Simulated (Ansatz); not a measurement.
# InN, response to strain

Take InN in the wurtzite structure (space group P6_3mc, No. 186; a = 3.537 Å, c = 5.714 Å) as the base. Axes: x lies along a and z along c of the hexagonal cell.

Strains are applied to the cell and any free atomic positions relax.

Method: Ansatz (a first-principles code) PBEsol, no spin-orbit coupling.

Candidates:
(a) isotropic strain −5.62 %
(b) uniaxial strain ε_yy = +5.93 %
(c) uniaxial strain ε_xx = −3.11 %

Notes on the quantities. energy relative to the base: free energy F.

Problem. Order them by energy relative to the base, lowest first.

Solution. (c) uniaxial strain ε_xx = −3.11 % (+10 meV/atom), (b) uniaxial strain ε_yy = +5.93 % (+35 meV/atom), (a) isotropic strain −5.62 % (+0.230 eV/atom)

No phonon test of stability was made. All final runs are without spin polarisation.
